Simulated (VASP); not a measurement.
CoO:

```
CELL_PARAMETERS angstrom
0.00000 2.13150 2.13150
2.13150 0.00000 2.13150
4.26300 4.26300 0.00000
ATOMIC_POSITIONS crystal
Co 0.99727 0.99902 0.99822
Co 0.99608 0.00403 0.50077
O 0.49927 0.49741 0.24763
O 0.50412 0.50173 0.74710
```

The cell isn't the ideal one: atoms moved at random, drawn with an rms of 0.02 Å.

| Item | Value |
| --- | --- |
| Program | VASP 6.6.1 |
| Task | relaxation of cell and atoms |
| Functional | PBEsol |
| Potentials or basis | VASP PAW PBE potentials, release 64 (Co, O) |
| Cutoff | 520 eV |
| k mesh | 9 × 9 × 5 |
| Occupations | gaussian, width 0.05 eV |
| Spin | collinear spin, ferromagnetic start |
| Starting moments | [3.0, 3.0, 0.0, 0.0] μB |
| Hubbard terms | Co d U = 4 eV |

At the start: pressure -4.7 GPa; volume 9.68 Å³/atom.

**Question.** Where does the relaxation end?

**Answer.** Over 10 steps the energy falls by 4.8 meV/atom and the volume is 9.44 Å³/atom (-2.5 %); space group Fm-3m (No. 225, to 0.05 Å); moment 6.00 μB per cell.

The path:
```
step  energy change (eV)  largest force (eV/Å)  pressure (GPa)  volume (Å³)
   1              0.0000                0.1999           -4.68        38.74
   2             -0.0123                0.0767            3.05        37.17
   3             -0.0170                0.1156            0.26        37.70
   4             -0.0184                0.0532            0.12        37.72
   5             -0.0189                0.0621            0.01        37.75
   6             -0.0190                0.0693           -0.04        37.75
   7             -0.0193                0.0200            0.04        37.74
   8             -0.0193                0.0215            0.05        37.74
   9             -0.0193                0.0234            0.04        37.74
  10             -0.0194                0.0111           -0.12        37.75
```

Final structure:
```cif
data_structure
_symmetry_space_group_name_H-M 'P 1'
_symmetry_Int_Tables_number 1
_cell_length_a 2.9780
_cell_length_b 2.9779
_cell_length_c 5.9947
_cell_angle_alpha 60.250
_cell_angle_beta 60.253
_cell_angle_gamma 60.067
_cell_volume 37.75
loop_
_atom_site_label
_atom_site_type_symbol
_atom_site_fract_x
_atom_site_fract_y
_atom_site_fract_z
_atom_site_occupancy
Co1 Co 0.99934 0.00041 0.99830 1
Co2 Co 0.99924 0.00056 0.49842 1
O1 O 0.49453 0.49593 0.24847 1
O2 O 0.50363 0.50529 0.74852 1
```

Caveat: the PAW data sets were made with another functional, which shifts forces and pressure a little.
